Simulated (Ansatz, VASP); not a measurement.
**Two plane-wave programs on RbCl4**

```
Rb Cl
1.0
     4.74165    0.00000    0.00000
    -2.37082    4.10639    0.00000
     0.00000    0.00000    7.94290
Rb Cl
1 4
Direct
  0.00000 0.00000 0.00000
  0.33333 0.66667 0.73437
  0.66667 0.33333 0.73437
  0.33333 0.66667 0.26563
  0.66667 0.33333 0.26563
```

Alike in both runs: functional PBE; dispersion D3(BJ); k mesh 6 × 6 × 4; occupations gaussian, width 0.1 eV; no spin polarisation.

Ansatz relaxed the structure, and its values are those at the end. VASP's run is a single point on that final structure, the one shown.

```csv
,VASP,Ansatz
version,VASP 6.6.1,Ansatz 0.2.0
potentials or method,"VASP PAW PBE potentials, release 64 (Rb_sv, Cl)","scalar-relativistic, plane waves, PAW"
plane-wave cutoff (eV),520,420
valence electrons in the cell,37,37
```

VASP gave:

```
gap on the k mesh at the Fermi level (eV) : none
pressure (GPa)                            : 0.0
```

Task: Which values does Ansatz return?

Result: gap on the k mesh at the Fermi level (eV): none; pressure (GPa): 0.1.

A gap of «none» marks a metal or a gap that the smearing closes.

Caveats: an odd number of electrons without spin polarisation forces a metal; a magnetic or distorted state may lie lower; pairwise dispersion overbinds metals, which lowers pressure and volume.
